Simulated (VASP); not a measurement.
Results of a VASP single-point calculation on PbO (strained rocksalt)

POSCAR

```
Pb O
 1.0000000000000000
    -0.0650326115000000    2.6065174968000000    2.6065174968000000
     2.6065174968000000   -0.0650326115000000    2.6065174968000000
     2.5414848853000001    2.5414848853000001    0.0000000000000000
 Pb  O
   1   1
Cartesian
  0.0000000000000000  0.0000000000000000  0.0000000000000000
  2.5414848852999996  2.5414848852999996  2.6065174967999996
```

| Quantity | Value |
| --- | --- |
| gap between bands v and c | 0.09 eV |
| least direct gap | 0.22 eV |

Band v is the last that the valence electrons fill when counted band by band, and c is the next. Levels in eV from the top of v:

| point | v−1 | v | c | c+1 |
| --- | --- | --- | --- | --- |
| Γ | -2.88 | -2.73 | 8.35 | 8.37 |
| X | -3.88 | -3.88 | 3.97 | 6.47 |
| K | -3.53 | -2.45 | 3.35 | 4.09 |
| L | -2.46 | -0.30 | 0.12 | 4.79 |
| W | -4.85 | -1.31 | 3.81 | 4.23 |

Which of these levels of theory gave these results?
A. PBE
B. PBE with spin–orbit coupling
C. PBEsol
D. LDA
E. PBE0
F. HSE06
G. r²SCAN

G.

The INCAR was:

```
IBRION = -1
ALGO = Normal
SIGMA = 0.02
LASPH = .TRUE.
LCHARG = .FALSE.
NELM = 120
LREAL = .FALSE.
PREC = Accurate
NSW = 0
ENCUT = 520
EDIFF = 1E-7
LWAVE = .FALSE.
ISIF = 2
ISMEAR = -1
NBANDS = 17
METAGGA = R2SCAN
```
